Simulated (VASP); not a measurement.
# Nb (Fm-3m) in VASP: a series of runs

One crystal, Nb, is run at these levels: PBE, PBE+D3(BJ), PBEsol; tasks: relaxation of cell and atoms.

All numbers are computed with VASP 6.6.1; they aren't measurements. Logs are shortened: lines on timing, memory, paths and dates and some standing lists are left out, and cuts for length are marked.

### Step 1. The structure

The structure is cubic, space group Fm-3m (No. 225). The conventional cell has a = 4.160 Å, b = 4.160 Å, c = 4.160 Å, α = 90.00°, β = 90.00°, γ = 90.00°. Nb (site symmetry m-3m) is surrounded by 12 Nb at 2.94 Å.

This isn't the form of Nb at room conditions, which is bcc.

### Step 2. Relaxation of cell and atoms, PBE

Input file INCAR:

```
PREC     = Accurate       # precision mode
ENCUT    = 600            # plane-wave cutoff, eV
EDIFF    = 1E-7           # SCF threshold, eV
ISMEAR   = 0              # smearing method
SIGMA    = 0.1            # smearing width, eV
LREAL    = F              # projectors in reciprocal space
LASPH    = T              # aspherical terms in the spheres
NELM     = 60             # most SCF steps
ALGO     = Normal         # electronic algorithm
ISIF     = 3              # what is computed and relaxed
LWAVE    = F              # write WAVECAR
LCHARG   = F              # write CHGCAR
GGA      = PE             # functional
IBRION   = 2              # ionic algorithm
NSW      = 90             # ionic steps
EDIFFG   = -0.005         # ionic threshold
```

Input file KPOINTS:

```
Automatic mesh
0
Gamma
  18 18 18
```

Input file POSCAR:

```
Nb
1.0
    0.0000000000      2.0800838200      2.0800838200
    2.0800838200      0.0000000000      2.0800838200
    2.0800838200      2.0800838200      0.0000000000
Nb
1
Direct
    0.0000000000      0.0000000000      0.0000000000
```

Potentials or basis: VASP PAW PBE potentials, release 64 (Nb_sv).

Started as:

```sh
$ cat potpaw_PBE.64/Nb_sv/POTCAR > POTCAR
$ mpirun -np 1 vasp_std > vasp.out
```

OUTCAR:

```text
PREC = Accurate
   ENCUT = 600
   EDIFF = 1E-7
   ISMEAR = 0
   LREAL = F
   LASPH = T
   NELM = 60
   ISIF = 3
   GGA = PE
   IBRION = 2
   NSW = 90
   EDIFFG = -0.005

 ion  position               nearest neighbor table
   1  0.000  0.000  0.000-

  LATTYP: Found a face centered cubic cell.
 ALAT       =     4.1601676400

  Lattice vectors:

 A1 = (   0.0000000000,   2.0800838200,   2.0800838200)
 A2 = (   2.0800838200,   0.0000000000,   2.0800838200)
 A3 = (   2.0800838200,   2.0800838200,   0.0000000000)

Analysis of symmetry for initial positions (statically):
=====================================================================
 Subroutine PRICEL returns:
 Original cell was already a primitive cell.

 Routine SETGRP: Setting up the symmetry group for a
 face centered cubic supercell.

 Subroutine GETGRP returns: Found 48 space group operations
 (whereof 48 operations were pure point group operations)
 out of a pool of 48 trial point group operations.

The static configuration has the point symmetry O_h .

Analysis of symmetry for dynamics (positions and initial velocities):
=====================================================================
 Subroutine PRICEL returns:
 Original cell was already a primitive cell.

 Routine SETGRP: Setting up the symmetry group for a
 face centered cubic supercell.

 Subroutine GETGRP returns: Found 48 space group operations
 (whereof 48 operations were pure point group operations)
 out of a pool of 48 trial point group operations.

The dynamic configuration has the point symmetry O_h .

 Subroutine INISYM returns: Found 48 space group operations
 (whereof 48 operations are pure point group operations),
 and found     1 'primitive' translations

----------------------------------------------------------------------------------------

                                     Primitive cell

  volume of cell :      18.0000

  direct lattice vectors                    reciprocal lattice vectors
     0.000000000  2.080083820  2.080083820    -0.240374929  0.240374929  0.240374929
     2.080083820  0.000000000  2.080083820     0.240374929 -0.240374929  0.240374929
     2.080083820  2.080083820  0.000000000     0.240374929  0.240374929 -0.240374929

  length of vectors
     2.941682749  2.941682749  2.941682749     0.416341589  0.416341589  0.416341589

  position of ions in fractional coordinates (direct lattice)
     0.000000000  0.000000000  0.000000000

  ion indices of the primitive-cell ions
   primitive index   ion index
                 1           1

----------------------------------------------------------------------------------------

 KPOINTS: Automatic mesh

Automatic generation of k-mesh.
 Grid dimensions read from file:
 generate k-points for:   18   18   18

 Generating k-lattice:

  Cartesian coordinates                     Fractional coordinates (reciprocal lattice)
    -0.013354163  0.013354163  0.013354163     0.055555556  0.000000000  0.000000000
     0.013354163 -0.013354163  0.013354163     0.000000000  0.055555556  0.000000000
     0.013354163  0.013354163 -0.013354163     0.000000000  0.000000000  0.055555556

  Length of vectors
     0.023130088  0.023130088  0.023130088

  Shift w.r.t. Gamma in fractional coordinates (k-lattice)
     0.000000000  0.000000000  0.000000000

 Subroutine IBZKPT returns following result:
 ===========================================

 Found    195 irreducible k-points:

 Following reciprocal coordinates:
            Coordinates               Weight
  0.000000  0.000000  0.000000      1.000000
  0.055556  0.000000  0.000000      8.000000
  0.111111  0.000000  0.000000      8.000000
  0.166667  0.000000  0.000000      8.000000
  0.222222  0.000000  0.000000      8.000000
  0.277778  0.000000  0.000000      8.000000
[... 16 lines left out ...]
 -0.277778  0.055556  0.000000     24.000000
 -0.222222  0.055556  0.000000     24.000000
 [... further k-points ...]
   k-points           NKPTS =    195   k-points in BZ     NKDIM =    195   number of bands    NBANDS=     10
   number of dos      NEDOS =    301   number of ions     NIONS =      1
   total plane-waves  NPLWV =  13824
   dimension x,y,z NGX =    24 NGY =   24 NGZ =   24
   dimension x,y,z NGXF=    48 NGYF=   48 NGZF=   48
   ions per type =               1
   NGX,Y,Z   is equivalent  to a cutoff of  13.56, 13.56, 13.56 a.u.
   NGXF,Y,Z  is equivalent  to a cutoff of  27.13, 27.13, 27.13 a.u.
 SYSTEM =  unknown system
   PREC   = accura    normal or accurate (medium, high low for compatibility)
   ISTART =      0    job   : 0-new  1-cont  2-samecut
   ICHARG =      2    charge: 1-file 2-atom 10-const
   ISPIN  =      1    spin polarized calculation?
   LNONCOLLINEAR =      F non collinear calculations
   LSORBIT =      F    spin-orbit coupling
   LASPH  =      T    aspherical Exc in radial PAW
   ENCUT  =  600.0 eV  44.10 Ry    6.64 a.u.   5.88  5.88  5.88*2*pi/ulx,y,z
   NELM   =     60;   NELMIN=  2; NELMDL= -5     # of ELM steps
   EDIFF  = 0.1E-06   stopping-criterion for ELM
   LREAL  =      F    real-space projection
   EDIFFG = -.5E-02   stopping-criterion for IOM
   NSW    =     90    number of steps for IOM
   IBRION =      2    ionic relax: 0-MD 1-quasi-New 2-CG
   NFREE  =      1    steps in history (QN), initial steepest desc. (CG)
   ISIF   =      3    stress and relaxation
   ISYM   =      2    0-nonsym 1-usesym 2-fastsym
   POTIM  = 0.5000    time-step for ionic-motion
   TEBEG  =    0.0;   TEEND  =   0.0 temperature during run
   PSTRESS=    0.0 pullay stress
   NELECT =      13.0000    total number of electrons
   NUPDOWN=      -1.0000    fix difference up-down
   EMIN   =  10.00;   EMAX   =-10.00  energy-range for DOS
   EFERMI =   0.00;   METHOD = LEGACY
   ISMEAR =     0;   SIGMA  =   0.10  broadening in eV -4-tet -1-fermi 0-gaus
   EFERMI_NEDOS =   21; number of points for ismear=-14 and -15
   IALGO  =     38    algorithm
   IMIX   =      4    mixing-type and parameters
     AMIX     =   0.40;   BMIX     =  1.00
     AMIX_MAG =   1.60;   BMIX_MAG =  1.00
  volume/ion in A,a.u.               =      18.00       121.47
  Fermi-wavevector in a.u.,A,eV,Ry     =   1.468808  2.775645 29.353179  2.157398
  Thomas-Fermi vector in A             =   2.584261
   LORBIT       =      0    0 simple, 1 ext, 2 COOP (PROOUT), +10 PAW based schemes
   GGA     = PE    functional components
   LHFCALC =     F    Hartree Fock is set to
   AEXX    =    0.0000 exact exchange contribution
   IVDW    =     0    specifies the selected vdW correction
   LEPSILON=     F    determine dielectric tensor
   LRPA    =     F    only Hartree local field effects (RPA)
 conjugate gradient relaxation of ions
 non-spin polarized calculation
 Gauss-broadening in eV      SIGMA  =   0.10
  energy-cutoff  :      600.00
  volume of cell :       18.00
 maximum number of plane-waves:       620
   NGX = 11   NGY = 11   NGZ = 11

--------------------------------------- Ionic step        1  -------------------------------------------

 number of electron      13.0000000 magnetization

 Free energy of the ion-electron system (eV)
  ---------------------------------------------------
  ext. energy  EPLUGINS =         0.00000000
  ---------------------------------------------------
  free energy    TOTEN  =        -9.88189003 eV

  energy without entropy =       -9.87535692  energy(sigma->0) =       -9.87862348

------------------------ aborting loop because EDIFF is reached ----------------------------------------

  FORCE on cell =-STRESS in cart. coord.  units (eV):
  Direction    XX          YY          ZZ          XY          YZ          ZX
  --------------------------------------------------------------------------------------
  -------------------------------------------------------------------------------------
  Total        0.7901891      0.7901891      0.7901891      0.0000000     -0.0000000      0.0000000
  in kB       70.3346168     70.3346168     70.3346168      0.0000000     -0.0000000      0.0000000
  external PRESSURE =      70.3346168 kB  Pullay stress =       0.0000000 kB
[... 90 lines left out ...]
  energy  without entropy=       -9.8906889572  energy(sigma->0) =       -9.89402104

--------------------------------------- Ionic step        4  -------------------------------------------

 number of electron      13.0000001 magnetization

 Free energy of the ion-electron system (eV)
  ---------------------------------------------------
  ext. energy  EPLUGINS =         0.00000000
  ---------------------------------------------------
  free energy    TOTEN  =        -9.89736024 eV

  energy without entropy =       -9.89070119  energy(sigma->0) =       -9.89403072

 E-fermi :  11.0007     XC(G=0): -12.3029

 val. band max:       10.9737718797   @ k =   0.4444   0.3333   0.1111
 cond. band min:      11.0040167364   @ k =   0.0556   0.0000   0.0000
 fundamental gap:      0.0302448567
 Fermi energy:        11.0007055850

 k-point     1 :       0.0000    0.0000    0.0000
  band No.  band energies     occupation
      1     -43.8007      2.00000
      2     -19.1842      2.00000
      3     -19.1842      2.00000
      4     -19.1842      2.00000
      5       4.7623      2.00000
      6      11.0953      0.18101
      7      11.0953      0.18101
      8      11.0953      0.18101
      9      13.6959      0.00000
     10      13.6959      0.00000
[... 287 lines left out ...]
 k-point    24 :      -0.2222    0.0556    0.0000
  band No.  band energies     occupation
      1     -43.7060      2.00000
      2     -19.7703      2.00000
      3     -19.2980      2.00000
      4     -19.2450      2.00000
      5       6.5740      2.00000
      6      10.1986      2.00000
      7      11.4445      0.00000
      8      11.5646      0.00000
      9      13.2941      0.00000
     10      14.1440      0.00000

 [... further k-points ...]
[... 5 lines left out ...]
  --------------------------------------------------------------------------------------
  -------------------------------------------------------------------------------------
  Total       -0.0008535     -0.0008535     -0.0008535      0.0000000     -0.0000000     -0.0000000
  in kB       -0.0730144     -0.0730144     -0.0730144      0.0000000     -0.0000000     -0.0000000
  external PRESSURE =      -0.0730144 kB  Pullay stress =       0.0000000 kB
[... 16 lines left out ...]
  FREE ENERGIE OF THE ION-ELECTRON SYSTEM (eV)
  ---------------------------------------------------
  free  energy   TOTEN  =        -9.8973602445 eV

  energy  without entropy=       -9.8907011906  energy(sigma->0) =       -9.89403072

 reached required accuracy - stopping structural energy minimisation
```

Wall time 100 s (1 thread of Intel Xeon Platinum 8259CL at 2.50GHz (Skylake/Cascade Lake), shared host); peak memory 0.18 GiB.

Results:

```yaml
Free_energy: -9.8974 eV
Relaxed_volume: 18.73 Å³/atom
Relaxed_cell: a = 2.981 Å, b = 2.981 Å, c = 2.981 Å, α = 60.00°, β = 60.00°, γ = 60.00°
Space_group_after_relaxing_to_0.05_Å: Fm-3m (No. 225)
Energy_gained_by_relaxing: 15.5 meV/atom
Ionic_steps: 4
Pressure_after_relaxing: 0.0 GPa
Band_gap_on_the_k_mesh: none (metal or under the smearing width)
```

Step by step:
| step | energy change (eV) | largest force (eV/Å) | pressure (GPa) | volume (Å³) |
| --- | --- | --- | --- | --- |
| 1 | 0.0000 | 0.0000 | 7.03 | 18.00 |
| 2 | 0.0331 | 0.0000 | -10.42 | 20.14 |
| 3 | -0.0155 | 0.0000 | -0.14 | 18.74 |
| 4 | -0.0155 | 0.0000 | -0.01 | 18.73 |

Final structure:
```
Nb
1.0
     0.00000    2.10781    2.10781
     2.10781    0.00000    2.10781
     2.10781    2.10781    0.00000
Nb
1
Direct
  0.00000 0.00000 0.00000
```

### Step 3. Relaxation of cell and atoms, PBE+D3(BJ)

INCAR: that of step 2 with these lines changed.

```diff
@@ -13,2 +13,3 @@
 GGA      = PE             # functional
+IVDW     = 12             # dispersion correction
 IBRION   = 2              # ionic algorithm
```

KPOINTS is that of step 2.

POSCAR is that of step 2.

Potentials or basis: VASP PAW PBE potentials, release 64 (Nb_sv).

Started as:

```sh
$ cat potpaw_PBE.64/Nb_sv/POTCAR > POTCAR
$ mpirun -np 1 vasp_std > vasp.out
```

Run time: 74 s. Hardware: 1 thread of Intel Xeon Platinum 8259CL at 2.50GHz (Skylake/Cascade Lake), shared host; peak memory 0.19 GiB.

It converged, with:

```yaml
Free_energy: -10.6190 eV
Relaxed_volume: 18.02 Å³/atom
Relaxed_cell: a = 2.943 Å, b = 2.943 Å, c = 2.943 Å, α = 60.00°, β = 60.00°, γ = 60.00°
Space_group_after_relaxing_to_0.05_Å: Fm-3m (No. 225)
Energy_gained_by_relaxing: 0.0 meV/atom
Ionic_steps: 3
Pressure_after_relaxing: 0.0 GPa
Band_gap_on_the_k_mesh: none (metal or under the smearing width)
Dispersion_energy_per_atom: -0.736 eV
```

Final structure:
```xyz
1
Lattice="0.0000 2.0807 2.0807 2.0807 0.0000 2.0807 2.0807 2.0807 0.0000" Properties=species:S:1:pos:R:3 pbc="T T T"
Nb    0.0000    0.0000    0.0000
```

Levels at points of the mesh, in eV from the Fermi level:
| k point | band 2 | band 3 | band 4 | band 5 | band 6 | band 7 | band 8 | band 9 | band 10 |
| --- | --- | --- | --- | --- | --- | --- | --- | --- | --- |
| (0.00, 0.00, 0.00) | -30.07 | -30.07 | -30.07 | -6.33 | 0.07 | 0.07 | 0.07 | 2.81 | 2.81 |
| (0.50, 0.00, 0.00) | -31.42 | -30.24 | -30.24 | -4.00 | -0.13 | -0.13 | 1.51 | 4.89 | 4.89 |
| (0.50, 0.50, 0.00) | -31.33 | -30.55 | -30.55 | -4.29 | -3.53 | 3.83 | 4.88 | 5.49 | 5.49 |

Caveat: pairwise dispersion overbinds metals, which lowers pressure and volume.

### Step 4. Relaxation of cell and atoms, PBEsol

INCAR: that of step 3 with these lines changed.

```diff
@@ -1,3 +1,3 @@
 PREC     = Accurate       # precision mode
-ENCUT    = 600            # plane-wave cutoff, eV
+ENCUT    = 300            # plane-wave cutoff, eV
 EDIFF    = 1E-7           # SCF threshold, eV
@@ -12,4 +12,3 @@
 LCHARG   = F              # write CHGCAR
-GGA      = PE             # functional
-IVDW     = 12             # dispersion correction
+GGA      = PS             # functional
 IBRION   = 2              # ionic algorithm
```

KPOINTS is that of step 3.

POSCAR is that of step 3.

Started as:

```sh
$ cat potpaw_PBE.64/Nb_sv/POTCAR > POTCAR
$ mpirun -np 1 vasp_std > vasp.out
```

It took 55 s on 1 thread of Intel Xeon Platinum 8259CL at 2.50GHz (Skylake/Cascade Lake), shared host; peak memory 0.13 GiB.

These settings aren't checked as converged: the numbers below hold their error.

Results:

```yaml
Free_energy: -10.5917 eV
Relaxed_volume: 17.97 Å³/atom
Relaxed_cell: a = 2.940 Å, b = 2.940 Å, c = 2.940 Å, α = 60.00°, β = 60.00°, γ = 60.00°
Space_group_after_relaxing_to_0.05_Å: Fm-3m (No. 225)
Energy_gained_by_relaxing: 0.0 meV/atom
Ionic_steps: 3
Band_gap_on_the_k_mesh: none (metal or under the smearing width)
```

Caveat: the cutoff is under 1.25 times the usual one of these potentials, so pressure, stress and relaxed cells hold a basis-set (Pulay) error; the PAW data sets were made with another functional, which shifts forces and pressure a little.

### Step 5. Relaxation of cell and atoms, PBEsol

INCAR: that of step 4 with these lines changed.

```diff
@@ -1,3 +1,3 @@
 PREC     = Accurate       # precision mode
-ENCUT    = 300            # plane-wave cutoff, eV
+ENCUT    = 600            # plane-wave cutoff, eV
 EDIFF    = 1E-7           # SCF threshold, eV
```

Input file KPOINTS:

```
Automatic mesh
0
Gamma
  6 6 6
```

POSCAR is that of step 4.

Started as:

```sh
$ cat potpaw_PBE.64/Nb_sv/POTCAR > POTCAR
$ mpirun -np 1 vasp_std > vasp.out
```

It took 14 s on 1 thread of Intel Xeon Platinum 8259CL at 2.50GHz (Skylake/Cascade Lake), shared host; peak memory 0.14 GiB.

It converged, with:

| Quantity | Value |
| --- | --- |
| Free energy | -10.6132 eV |
| Relaxed volume | 18.14 Å³/atom |
| Relaxed cell | a = 2.949 Å, b = 2.949 Å, c = 2.949 Å, α = 60.00°, β = 60.00°, γ = 60.00° |
| Space group after relaxing (to 0.05 Å) | Fm-3m (No. 225) |
| Energy gained by relaxing | 0.6 meV/atom |
| Ionic steps | 3 |
| Pressure after relaxing | 0.0 GPa |
| Band gap on the k mesh | none (metal or under the smearing width) |

Step by step:
| step | energy change (eV) | largest force (eV/Å) | pressure (GPa) | volume (Å³) |
| --- | --- | --- | --- | --- |
| 1 | 0.0000 | 0.0000 | 1.39 | 18.00 |
| 2 | 0.0017 | 0.0000 | -2.69 | 18.41 |
| 3 | -0.0006 | 0.0000 | 0.00 | 18.14 |

Final structure:
```
Nb
1.0
     0.00000    2.08530    2.08530
     2.08530    0.00000    2.08530
     2.08530    2.08530    0.00000
Nb
1
Direct
  0.00000 0.00000 0.00000
```

Levels at points of the mesh, in eV from the Fermi level:
```
           k point  band 4  band 5  band 6  band 7  band 8  band 9
(0.00, 0.00, 0.00)  -30.01   -6.33    0.07    0.07    0.07    2.79
(0.50, 0.00, 0.00)  -30.19   -3.99   -0.13   -0.13    1.50    4.87
(0.50, 0.50, 0.00)  -30.49   -4.26   -3.50    3.78    4.85    5.47
```

Caveat: the k mesh is coarse (spacing up to 0.44 Å⁻¹), so the values aren't converged; the PAW data sets were made with another functional, which shifts forces and pressure a little.

### Step 6. Summary

```csv
level,k mesh,mesh quality,gap on the mesh (eV),pressure (GPa),relaxed volume (Å³/atom)
PBE,18 × 18 × 18,not flagged,none,0.0,18.73
PBE+D3(BJ),18 × 18 × 18,not flagged,none,0.0,18.02
PBEsol,6 × 6 × 6,coarse,none,0.0,18.14
```

Alike in all rows: task relaxation of cell and atoms; potentials or basis VASP PAW PBE potentials, release 64 (Nb_sv); no spin polarisation; cell relaxed; cutoff (eV) 600; smearing gaussian 0.1 eV.

Caveats: some runs use coarse meshes; pairwise dispersion overbinds metals, which lowers pressure and volume (some runs); the PAW data sets were made with another functional, which shifts forces and pressure a little (some runs).

Total energies depend on the potentials used, so only differences within one code and one set of settings carry meaning.
